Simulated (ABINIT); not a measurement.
CdS (Hawleyite):

```xyz
2
Lattice="0.0000 2.9165 2.9165 2.9165 0.0000 2.9165 2.9165 2.9165 0.0000" Properties=species:S:1:pos:R:3 pbc="T T T"
Cd    0.0000    0.0000    0.0000
S     4.3748    4.3748    4.3748
```

Base run:

* Program: ABINIT 10.8.3 (patched build)
* Functional: LDA
* Potentials or basis: JTH PAW LDA v2.0
* Cutoff: 544 eV
* k mesh: 5 × 5 × 5
* Occupations: fermi-dirac, width 0.05 eV
* Spin: no spin polarisation

Its results: band gap on the k mesh 0.84 eV, direct.

The run is repeated on the same cell with these changes: k mesh from 5 × 5 × 5 to 3 × 3 × 3. What comes out?

Band gap on the k mesh 0.78 eV, direct.

Caveats: some runs use coarse meshes.

